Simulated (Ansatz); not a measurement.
Input for Ansatz (plane-wave DFT, PAW):

```yaml
crystal:
  lattice:
    - [2.4988149563, 0.0, 0.0]
    - [-1.2494074781, 4.6899478275, 0.0]
    - [0.0, 0.0, 25.638255001]
  atoms:
    - { symbol: C, position: [0.8494814297, 0.6989628593, 0.2925316095] }
    - { symbol: C, position: [0.1172238224, 0.2344476448, 0.3050122699] }
    - { symbol: C, position: [0.7021392464, 0.4042784928, 0.3205679167] }
    - { symbol: C, position: [0.9698816391, 0.9397632782, 0.3330485771] }
    - { symbol: C, position: [0.4559357859, 0.9118715719, 0.3674155722] }
    - { symbol: C, position: [0.7236781786, 0.4473563573, 0.3798962326] }
    - { symbol: C, position: [0.3085936027, 0.6171872053, 0.3954518793] }
    - { symbol: C, position: [0.5763359954, 0.1526719908, 0.4079325398] }
    - { symbol: C, position: [0.0623901422, 0.1247802844, 0.4422995349] }
    - { symbol: C, position: [0.3301325349, 0.6602650698, 0.4547801953] }
    - { symbol: C, position: [0.9150479589, 0.8300959179, 0.470335842] }
    - { symbol: C, position: [0.1827903516, 0.3655807033, 0.4828165025] }
    - { symbol: C, position: [0.6688444985, 0.3376889969, 0.5171834975] }
    - { symbol: C, position: [0.9365868912, 0.8731737823, 0.529664158] }
    - { symbol: C, position: [0.5215023152, 0.0430046304, 0.5452198047] }
    - { symbol: C, position: [0.7892447079, 0.5784894158, 0.5577004651] }
    - { symbol: C, position: [0.2752988547, 0.5505977094, 0.5920674602] }
    - { symbol: C, position: [0.5430412474, 0.0860824948, 0.6045481207] }
    - { symbol: C, position: [0.1279566715, 0.2559133429, 0.6201037674] }
    - { symbol: C, position: [0.3956990642, 0.7913981283, 0.6325844278] }
    - { symbol: C, position: [0.881753211, 0.763506422, 0.6669514229] }
    - { symbol: C, position: [0.1494956037, 0.2989912074, 0.6794320833] }
    - { symbol: C, position: [0.7344110277, 0.4688220554, 0.6949877301] }
    - { symbol: C, position: [0.0021534204, 0.0043068409, 0.7074683905] }
basis:
  ecutwfc: 420
kpoints:
  mp_grid: { grid: [11, 6, 1] }
hamiltonian:
  xc: pbesol
scf:
  occupations: { method: gaussian, width: 0.05 }
output:
  forces: true
  stress: true
  eigenvalues: true
  write_density: true
  write_potential: true
  elf: true
  volumetric_format: npy
efield:
  axis: 3
  dipole_correction: true
  ramp_width: 0.04
```

Launched with
```bash
ansatz run input.yaml --threads 2 --pin off --max-ram 5120MiB --backend cpu --events-out ev --progress --plain --runs-dir out
```

Computed with Ansatz 0.2.0, DFT PBEsol, scalar-relativistic, plane waves, PAW.

Part of what the program printed, abridged (final results; tables in files aren't shown):

```
SCF 1 converged in 14 iterations: F = -5907.414187 eV  dr2 = 3.33e-8
WARN: The output density's exchange-correlation potential varies sharply where the density is thin. Do not read a vacuum level from v_tot or v_xc, or from such a field of the output density. On a cell that repeats whose density bears no net charge and no dipole along the vacuum's axis use v_es (v_loc + v_h of the components); under efield.dipole_correction with no amplitude use v_es + v_field, which holds any external_charges[].barrier, or the levels of the report's work_function block, which leave it out; under a non-zero efield.amplitude the vacuum is tilted and has no level; on a cell that repeats and bears such a dipole with no correction it is tilted too, and efield.dipole_correction wi ...
SCF converged after 14 iterations
Free energy (F): -5907.414187 eV
Harris-Foulkes:  -5907.414187 eV  (|F-HF|=1.62e-8)
Internal energy: -5907.400456 eV  (E = F + TS)
E sigma→0 (E₀):  -5907.407322 eV
Entropy (-TS):   -0.013731 eV (-0.572 meV/atom)
Fermi energy:    2.739462 eV
Dipole field:    D = 0.000116 V/Å  (p = 0.000193 e·Å, saw-weighted, corrected)
Work function:   Φ+ = 6.4476 eV   Φ− = 6.4506 eV
Levels:          The Fermi level and band energies are counted from a zero that moves with the ramp; work functions are not
--- Per-component energies (eV) ---
  E_band       = -619.848165
  E_kinetic    = 2175.245567
  E_local      = -93637.390429  (includes V_loc(G=0)·N_el)
  E_nonlocal   = 643.104661
  E_hartree    = 45894.031161
  E_xc         = -1149.608327
  E_vxc        = -1430.451706  (∫ρ·V_xc dr)
  E_paw        = -2284.621207  (= ΣΔE_a)
  E_vpaw       = -158.395193  (= ΣTr[D̂ρ^β])
  E_aug_tail   = 0.000205  (compensation charges beyond the density's cutoff)
  E_efield     = 0.000000  (sawtooth field / dipole correction)
  E_vefield    = 0.000000  (∫n·V_field dr)
  E_ewald      = 42451.331500
  E_core_change = 0.506412  (= ΣΔE_core)
  E_smearing   = -0.013731  (= −TS)
--- Forces (eV/Å), atoms counted from 1 ---
  atom   1  C     -0.00017316    -0.33886540     1.76436404
  atom   2  C     -0.00005137     0.70253853     4.27052710
  atom   3  C      0.00037817    -0.46531202    -4.50614177
  atom   4  C     -0.00040024     0.37122396    -2.04630220
  atom   5  C      0.00023881    -0.20279206     0.07178088
  atom   6  C      0.00018629    -0.35442200     0.95640055
  atom   7  C     -0.00009854     0.12751194    -0.56358853
  atom   8  C     -0.00002540     0.19699006    -0.00882979
  atom   9  C      0.00002564    -0.03194434    -0.04492225
  atom  10  C     -0.00006725    -0.06086768     0.17348414
  atom  11  C     -0.00001951     0.04900287    -0.11442143
  atom  12  C     -0.00002578     0.02505430     0.02228821
  atom  13  C      0.00002576    -0.02508660    -0.02225770
  atom  14  C      0.00001942    -0.04897321     0.11440051
  atom  15  C      0.00006708     0.06091618    -0.17348772
  atom  16  C     -0.00002584     0.03188704     0.04491975
  atom  17  C      0.00002553    -0.19701171     0.00884393
  atom  18  C      0.00009887    -0.12749213     0.56356512
  atom  19  C     -0.00018656     0.35445665    -0.95626608
  atom  20  C     -0.00023888     0.20277459    -0.07176939
  atom  21  C      0.00040014    -0.37118334     2.04625854
  atom  22  C     -0.00037777     0.46525398     4.50600452
  atom  23  C      0.00005113    -0.70253099    -4.27059444
  atom  24  C      0.00017335     0.33885577    -1.76435361
--- Stress (GPa, compression-positive) ---
       -4.036493       0.000419       0.000008
        0.000419      -2.518673      -0.121587
        0.000008      -0.121587      -3.160435
  P = ⅓ Tr σ = -3.2385 GPa (-32.385 kbar)
--- Band table (eV; the first three rows and the last of 34) ---
  k-point 0: bands = ["-19.4666", "-18.7119", "-17.6228", "-16.2102", "-14.5341", "-14.3853", "-14.3762", "-13.9624", "-13.5875", "-12.9995", "-12.9595", "-11.3074", "-10.5616", "-10.4721", "-9.6562", "-9.1033", "-8.9554", "-7.7881", "-7.5856", "-7.2550", "-5.1977", "-4.7275", "-4.3578", "-3.2048", "-3.1668", "-2.9895", "-2.9750", "-2.3860", "-2.3659", "-2.3526", "-1.9257", "-1.8118", "-1.5967", "-1.5828", "-1.5608", "-0.9246", "-0.8483", "-0.5709", "0.0866", "0.2450", "0.3407", "0.9827", "1.1565", "1.5765", "1.7133", "1.9081", "1.9228", "2.8362", "3.1129", "6.3923", "6.4949", "7.2164", "7.2494", "7.3988", "7.7186", "8.0094", "8.0478", "8.2866", "8.4581", "8.7433", "8.8338", "8.8706", "9.004 ...
  k-point 1: bands = ["-19.3183", "-18.5648", "-17.4782", "-16.0714", "-15.8450", "-15.1486", "-14.4209", "-14.2179", "-13.2769", "-12.7247", "-12.2882", "-11.0292", "-10.4808", "-10.2101", "-9.4796", "-9.0945", "-8.8217", "-7.4411", "-7.1753", "-6.1341", "-6.0675", "-4.6553", "-4.2166", "-3.5881", "-3.3993", "-3.2936", "-2.9382", "-2.5372", "-2.2962", "-2.1992", "-2.0577", "-1.9718", "-1.6546", "-1.6055", "-1.4199", "-1.0979", "-0.9942", "-0.4393", "-0.4137", "-0.0002", "0.2225", "0.7556", "1.0300", "1.0491", "1.5862", "1.6107", "1.6940", "2.9315", "3.1125", "6.4915", "6.5546", "7.0437", "7.3851", "7.6977", "7.9068", "8.1515", "8.2306", "8.3130", "8.6624", "8.8186", "9.0128", "9.0542", "9.2 ...
  k-point 2: bands = ["-18.8748", "-18.1255", "-17.1295", "-17.0392", "-16.3942", "-15.6546", "-15.3624", "-14.2828", "-13.8071", "-12.4363", "-11.8105", "-10.7033", "-9.8496", "-9.5745", "-9.1548", "-8.2581", "-7.3597", "-7.1067", "-6.7425", "-5.7056", "-5.5161", "-4.9876", "-4.7218", "-4.3612", "-3.9681", "-3.7672", "-3.2952", "-3.0744", "-2.6630", "-2.3721", "-2.2237", "-2.0011", "-1.5677", "-1.3564", "-1.2910", "-1.1383", "-0.9183", "-0.8756", "-0.4344", "-0.4065", "-0.3213", "0.1722", "0.3466", "0.7365", "1.1370", "1.4134", "1.5232", "2.9437", "3.0364", "6.6512", "6.6716", "6.8461", "7.1950", "7.6372", "8.3230", "8.8103", "8.8414", "8.9556", "9.0337", "9.2358", "9.3481", "9.6076", "9.69 ...
  k-point 33: bands = ["-15.6881", "-15.0084", "-14.1192", "-13.4039", "-12.9265", "-12.4059", "-12.0482", "-11.8154", "-11.6219", "-11.3125", "-10.8753", "-10.7292", "-10.4942", "-10.2004", "-9.9042", "-9.6761", "-9.1888", "-9.1757", "-9.1394", "-8.5925", "-7.8438", "-7.3357", "-6.8235", "-6.3233", "-6.1231", "-5.8617", "-5.6637", "-5.5245", "-5.0978", "-5.0315", "-4.7167", "-4.2414", "-4.0815", "-3.9317", "-3.3407", "-2.9424", "-2.6961", "-2.6413", "-2.4263", "-2.2818", "-2.1688", "-2.0797", "-1.8198", "-1.3949", "-1.3746", "1.3828", "1.4175", "2.5101", "2.5277", "2.8286", "2.8598", "7.6057", "7.8593", "8.0479", "8.6767", "8.8253", "9.3075", "9.6289", "9.6621", "9.8632", "9.9342", "9.9398" ...
```

The calculation finished and met its thresholds.

It took 22 s on 2 threads of AMD EPYC 9R45 96-Core Processor (Zen 5), with other jobs on the host, peak memory 0.94 GiB.